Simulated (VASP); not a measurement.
A run of VASP 6.6.1:

The input INCAR:

```
SYSTEM = Rh
PREC = Accurate
ENCUT = 600
EDIFF = 1E-7
ISMEAR = 1
SIGMA = 0.1
LREAL = .False.
LASPH = .True.
NELM = 80
ALGO = Normal
ISIF = 3
LWAVE = .False.
LCHARG = .False.
METAGGA = R2SCAN
LMIXTAU = .True.
IBRION = 2
NSW = 90
EDIFFG = -0.005
```

File KPOINTS:

```
regular mesh
0
Gamma
  16 16 16
  0 0 0
```

Contents of POSCAR:

```
Rh                                      
1.0
    0.0000000000      1.9025201665      1.9025201665
    1.9025201665     -0.0000000000      1.9025201665
    1.9025201665      1.9025201665      0.0000000000
  Rh            
     1
Direct
     0.0000000000000000    0.0000000000000000    0.0000000000000000
```

Potentials or basis: VASP PAW PBE potentials, release 64 (Rh_pv).

Run with:

```sh
$ cat potpaw_PBE.64/Rh_pv/POTCAR > POTCAR
$ mpirun -np 1 vasp_std > vasp.out
```

Hardware: 1 thread of Intel(R) Xeon(R) Platinum 8488C (Sapphire Rapids), with other jobs on the host.

Task: How long does it take, and how much memory?

Result: It took 62 s on 1 thread of Intel(R) Xeon(R) Platinum 8488C (Sapphire Rapids) (shared host), peak memory 0.16 GiB. Counts: scf iterations 17, k points 145, ion steps 1.
